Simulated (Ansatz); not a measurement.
## TiPbO3 in Ansatz, settings compared

The input file (Ansatz 0.2.0, plane waves):

```yaml
crystal:
  lattice:
    - [3.91625568, 3.91625568, 0.0]
    - [3.91625568, -3.91625568, 0.0]
    - [0.0, 0.0, 3.91625568]
  atoms:
    - { symbol: Pb, position: [0.0, 0.0, 0.0] }
    - { symbol: Pb, position: [0.5, 0.5, 0.0] }
    - { symbol: Ti, position: [0.0, 0.5, 0.5] }
    - { symbol: Ti, position: [0.5, 0.0, 0.5] }
    - { symbol: O, position: [0.25, 0.75, 0.5] }
    - { symbol: O, position: [0.75, 0.25, 0.5] }
    - { symbol: O, position: [0.25, 0.25, 0.5] }
    - { symbol: O, position: [0.75, 0.75, 0.5] }
    - { symbol: O, position: [0.0, 0.5, 0.0] }
    - { symbol: O, position: [0.5, 0.0, 0.0] }
  symmetry: { tolerance: 0.0003 }
kpoints:
  mp_grid: { grid: [3, 3, 5], shift: [0, 0, 0] }
magnetization:
  spin_polarized: false
scf:
  occupations: { method: tetrahedron }
hamiltonian:
  pseudopotentials: { kind: paw }
  xc: r2scan
basis:
  ecutwfc: 500
output:
  forces: true
  stress: true
  eigenvalues: true
```

Run with:

```bash
ansatz run input.yaml --threads 1 --pin off --max-ram 2560MiB --backend cpu --events-out ev --progress --plain --runs-dir out
```

Origin of the cell: a database entry, scaled a little.

Output of this run (shortened):

```
Warning: output.forces, output.stress, relax.cell or npt_langevin: where a Kohn–Sham band that disperses or a degenerate level is filled in part under the method tetrahedron, the forces or th […]
band count auto-derived: 55 (N_el = 88.0; filled up to band 44; 54 by the electrons, moments and atoms)
Pseudopotentials: kind: paw
Pseudopotential: Pb, paw, valence charge 14, recommended cutoff 500 eV (meta_gga), Pb.paw.azcp
Pseudopotential: Ti, paw, valence charge 12, recommended cutoff 500 eV (meta_gga), Ti.paw.azcp
Pseudopotential: O, paw, valence charge 6, recommended cutoff 500 eV (meta_gga), O.paw.azcp
Functional definition: r2SCAN
  exchange = r2scan_x(k0 = k0, k1 = k1, a1 = a1)
  correlation = r2scan_c
Crystal: 10 atoms, lattice volume = 120.128 Å³
Basis set: ecut = 500 eV, 3019 PW (Γ), exchange–correlation on 180×180×120 points (64 copies of the dense FFT grid, shifted against one another)
[… 13 lines left out …]
Initial density: superposition of atomic densities (neutral atoms: chi_scale 0, normalization atom), corrected by the library's trained network
Functional: x = r2scan, c = r2scan; τ floored in thin density (d = 2e-4 eV/Å³)
SCF iter   1: F=—  HF=-32271.422418 eV  Δρ=2.09e-2  dr2=6.16e-1  dr2_τ=4.66e-1
SCF iter   2: F=—  HF=-32271.514037 eV  Δρ=8.99e-3  dr2=4.64e-2  dr2_τ=2.80e-2  defer=42
SCF iter   3: F=—  HF=-32271.510009 eV  Δρ=3.53e-3  dr2=8.60e-3  dr2_τ=6.81e-4  defer=42
SCF iter   4: F=—  HF=-32271.509657 eV  Δρ=1.30e-3  dr2=1.09e-3  dr2_τ=2.26e-4  defer=42
SCF iter   5: F=—  HF=-32271.509563 eV  Δρ=1.99e-4  dr2=3.42e-5  dr2_τ=4.27e-6  defer=42
SCF iter   6: F=—  HF=-32271.509565 eV  Δρ=6.79e-5  dr2=5.19e-6  dr2_τ=5.32e-7  defer=42
SCF iter   7: F=—  HF=-32271.509565 eV  Δρ=4.38e-5  dr2=1.89e-6  dr2_τ=2.79e-7  defer=42
SCF iter   8: F=—  HF=-32271.509565 eV  Δρ=1.10e-5  dr2=1.48e-7  dr2_τ=8.88e-9  defer=42
SCF iter   9: F=-32271.509565 eV  HF=-32271.509565 eV  Δρ=1.41e-6  dr2=2.77e-9  dr2_τ=1.92e-10
SCF 1 converged in 9 iterations: F = -32271.509565 eV  dr2 = 2.77e-9
SCF converged after 9 iterations
Stability not checked: this state was not tested for a lower state beside it, because cold or Methfessel-Paxton smearing, or corrected tetrahedra, fill the levels in a way that the test cannot read (fill_not_monotonic; […]
Free energy (F): -32271.509565 eV
Harris-Foulkes:  -32271.509565 eV  (|F-HF|=1.68e-9)
Internal energy: -32271.509565 eV  (E = F + TS)
E sigma→0 (E₀):  -32271.509565 eV
Fermi energy:    10.623094 eV
--- Per-component energies (eV) ---
  E_band       = -357.199627
  E_kinetic    = 2179.943719
  E_local      = -5047.733813  (includes V_loc(G=0)·N_el)
  E_nonlocal   = 988.792802
  E_hartree    = 1942.560875
  E_xc         = -1052.687754
  E_vxc        = -1201.566761  (∫ρ·V_xc dr)
  E_paw        = -23924.628448  (= ΣΔE_a)
  E_vpaw       = -1241.376165  (= ΣTr[D̂ρ^β])
  E_aug_tail   = 0.006607  (compensation charges beyond the density's cutoff)
  E_vtau       = 79.611799  (kinetic-family band-sum trace: ∫τ·v_τ [+ j·A + Jᵃ·Aᵃ] dr)
  E_ewald      = -7358.995997
  E_core_change = 1.232445  (= ΣΔE_core)
  E_smearing   = -0.000000  (= −TS)
  Σ components = -32271.509565   (vs F -32271.509565, Δ=0.00e0)
--- Forces (eV/Å), atoms counted from 1 ---
  atom   1  Pb     0.000000     0.000000     0.000000
[… 4 lines left out …]
  atom   6  O      0.000000    -0.000000     0.000000
  atom   7  O      0.000000     0.000000     0.000000
  atom   8  O     -0.000000     0.000000     0.000000
  atom   9  O      0.000000    -0.000000     0.000000
  atom  10  O      0.000000     0.000000     0.000000
  max |Σ_I F_I| component: 0.0 eV/Å
--- Stress (GPa, compression-positive) ---
        2.788565       0.000000       0.000000
        0.000000       2.788565       0.000000
        0.000000       0.000000       2.951140
  P = ⅓ Tr σ = 2.8428 GPa (28.428 kbar)
```

The same input was run again with these changes:

1. `basis.ecutrho_ratio` default → 9; `basis.ecutwfc` 500 → "250 eV"; `scf.occupations.method` tetrahedron → tetrahedron_uncorrected
2. `basis.ecutwfc` 500 → "36.7 Ry"; `kpoints.mp_grid.grid` [3, 3, 5] → [4, 4, 8]
3. `scf.initial_density.chi_scale` default → 0.3
4. `scf.convergence.dr2_threshold` default → 1.0e-08

```
 run        end  SCF iterations  P (GPa)  max force component (eV/Å)  moment (μB)  ΔE(σ→0) (meV/atom)
base  converged               9     2.84                       0.000            –                   0
   1  converged               9    -0.91                       0.000            –             1282.64
   2  converged               8     2.86                       0.000            –                0.07
   3  converged              11     2.84                       0.000            –                0.00
   4  converged               9     2.84                       0.000            –                0.00
```

Energies are compared only where functional, datasets, charge and starting cell are the same.

Not properties of the system: run 1 (too coarse or loose: `basis.ecutwfc` = "250 eV").

Caveats of the base run: forces and stress under tetrahedra may miss the slope of the energy; no spin-orbit coupling, though heavy elements are present.

Run 1: the cutoff lies below the datasets' advice.
Run 2: the cutoff lies below the datasets' advice.

The base run took 9.1 s on 1 thread of Intel(R) Xeon(R) Platinum 8375C CPU @ 2.90GHz (Ice Lake), with other jobs on the host, peak memory 0.73 GiB, from the program's own first density.
